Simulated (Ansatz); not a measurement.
# Sb in Ansatz: the effect of functional

Crystal: Sb.

```
Sb
1.0
     0.00000    2.41775    2.41775
     2.41775    0.00000    2.41775
     2.41775    2.41775    0.00000
Sb
1
Direct
  0.00000 0.00000 0.00000
```

This isn't the form of Sb at room conditions, which is rhombohedral.

The cell isn't the ideal one: volume scaled by 1.06.

Alike in all runs:

* Program: Ansatz 0.2.0
* Task: single point
* Potentials or basis: Ansatz PAW
* k mesh: 10 × 10 × 10
* Occupations: fermi-dirac, width 0.05 eV
* Spin: no spin polarisation

```csv
functional,cutoff,pressure (GPa)
LDA,420 eV (not typed: the program's choice for these potentials),?
PBEsol,420 eV (not typed: the program's choice for these potentials),-4.4
r2SCAN,500 eV (not typed: the program's choice for these potentials),-2.2
```

Question: What does the run with functional LDA give?

Answer: Pressure -5.4 GPa.

Caveats: the PAW data sets come from PBE, with cores solved anew for the run's functional, which leaves a small shift of forces and pressure.

Runs at the PBE level aren't shown here.
